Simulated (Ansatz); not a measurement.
A plane-wave DFT run in Ansatz 0.2.0 (scalar-relativistic PAW potentials unless the input names others): input and command.

```yaml
crystal:
  lattice:
    - [5.9504030564, 0.0, 0.0]
    - [-2.9752015282, 5.1532002096, 0.0]
    - [0.0, 0.0, 4.7893978271]
  atoms:
    - { symbol: Ti, position: [0.8302298354, 0.1697701646, 0.25] }
    - { symbol: Ti, position: [0.6604596707, 0.8302298354, 0.75] }
    - { symbol: Ti, position: [0.8302298354, 0.6604596707, 0.25] }
    - { symbol: Ti, position: [0.1697701646, 0.8302298354, 0.75] }
    - { symbol: Ti, position: [0.3395403293, 0.1697701646, 0.25] }
    - { symbol: Ti, position: [0.1697701646, 0.3395403293, 0.75] }
    - { symbol: Al, position: [0.3333333333, 0.6666666667, 0.25] }
    - { symbol: Al, position: [0.6666666667, 0.3333333333, 0.75] }
basis:
  ecutwfc: 420
kpoints:
  mp_grid: { grid: [6, 6, 8] }
hamiltonian:
  xc: pbe
scf:
  occupations: { method: fermi_dirac, width: 2.0 }
  max_iter: 60
output:
  forces: true
  eigenvalues: true
  stress: true
```

```bash
ansatz run input.yaml --threads 2 --pin off --max-ram 5120MiB --backend cpu --events-out ev --progress --plain --runs-dir out
```

Abridged log:
```
Basis set: ecut = 420 eV, 2837 PW (Γ), exchange–correlation on 80×80×72 points (8 copies of the dense FFT grid, shifted against one another)
Bands: 114, of which v1, the nominal top of the filled ones, is band 39 counted from 1 (38 counted from 0)
Symmetry: 24 space group operations
k-points: 35 of 288
SCF iter   1: F=—  HF=-16128.891935 eV  |F-HF|=—  |Δ(HF+E_count)|=         —  Δρ=6.96e-2  dr2=9.10e0  ethr=1.77e-3  ⟨swp⟩=10.7  Hψ=25036  notcnv=0
SCF iter   2: F=—  HF=-16127.234745 eV  |F-HF|=—  |Δ(HF+E_count)|=    1.66e0  Δρ=3.39e-2  dr2=2.45e0  ethr=1.77e-3  ⟨swp⟩=2.0  Hψ=6657  notcnv=0
SCF iter   3: F=—  HF=-16126.644009 eV  |F-HF|=—  |Δ(HF+E_count)|=   5.91e-1  Δρ=6.07e-3  dr2=8.77e-2  ethr=1.77e-3  ⟨swp⟩=1.0  Hψ=3990  notcnv=0
SCF iter   4: F=—  HF=-16126.628452 eV  |F-HF|=—  |Δ(HF+E_count)|=   1.56e-2  Δρ=1.03e-3  dr2=1.32e-3  ethr=1.12e-4  ⟨swp⟩=1.0  Hψ=4494  notcnv=0
SCF iter   5: F=—  HF=-16126.628438 eV  |F-HF|=—  |Δ(HF+E_count)|=   1.38e-5  Δρ=1.57e-4  dr2=6.46e-5  ethr=1.69e-6  ⟨swp⟩=1.1  Hψ=4064  notcnv=0
SCF iter   6: F=—  HF=-16126.628428 eV  |F-HF|=—  |Δ(HF+E_count)|=   1.05e-5  Δρ=3.73e-5  dr2=2.08e-6  ethr=8.28e-8  ⟨swp⟩=1.2  Hψ=4009  notcnv=0
SCF iter   7: F=-16126.628427 eV  HF=-16126.628427 eV  |F-HF|=2.06e-8  |Δ(HF+E_count)|=   4.11e-7  Δρ=7.74e-6  dr2=8.73e-8  ethr=1.28e-10  ⟨swp⟩=7.3  Hψ=15312  notcnv=0
SCF 1 converged in 7 iterations: F = -16126.628427 eV  dr2 = 8.73e-8
SCF converged after 7 iterations
Free energy (F): -16126.628427 eV
Harris-Foulkes:  -16126.628427 eV  (|F-HF|=2.06e-8)
Internal energy: -16042.620277 eV  (E = F + TS)
E sigma→0 (E₀):  -16084.624352 eV
Entropy (-TS):   -84.008151 eV (-10501.019 meV/atom)
Fermi energy:    10.932020 eV
--- Forces (eV/Å), atoms counted from 1 ---
  atom   1  Ti     0.05577839    -0.03220367     0.00000000
  atom   2  Ti     0.05577839     0.03220367     0.00000000
  atom   3  Ti     0.00000000     0.06440734     0.00000000
  atom   4  Ti    -0.05577839     0.03220367     0.00000000
  atom   5  Ti    -0.05577839    -0.03220367     0.00000000
  atom   6  Ti     0.00000000    -0.06440734     0.00000000
  atom   7  Al     0.00000000     0.00000000     0.00000000
  atom   8  Al     0.00000000     0.00000000     0.00000000
--- Stress (GPa, compression-positive) ---
       24.090813       0.000000       0.000000
        0.000000      24.090813       0.000000
        0.000000       0.000000      25.213122
  P = ⅓ Tr σ = 24.4649 GPa (244.649 kbar)
```

Task: What should be changed?

Result: The fault is a smearing of electronvolts (scf.occupations: {"method": "gaussian", "width": 0.1} → {"method": "fermi_dirac", "width": 2.0}, the first being the value of the sound run). Setting it back cures it. The run converged all the same, with an energy at zero smearing 1.2 eV/atom below the reference's, pressure 24.46 GPa, largest force 0.064 eV/Å, no gap on the mesh, so convergence alone doesn't show that an input is right. A reference run on usual settings, whose relaxation ended at this geometry, converged, and the end of its own relaxation has pressure -9.09 GPa, largest force 0.001 eV/Å, no gap on the mesh (its cell was held, or driven to that pressure on purpose).

The run took 16 s on 2 threads of Arm Neoverse V2 (shared host), peak memory 0.75 GiB.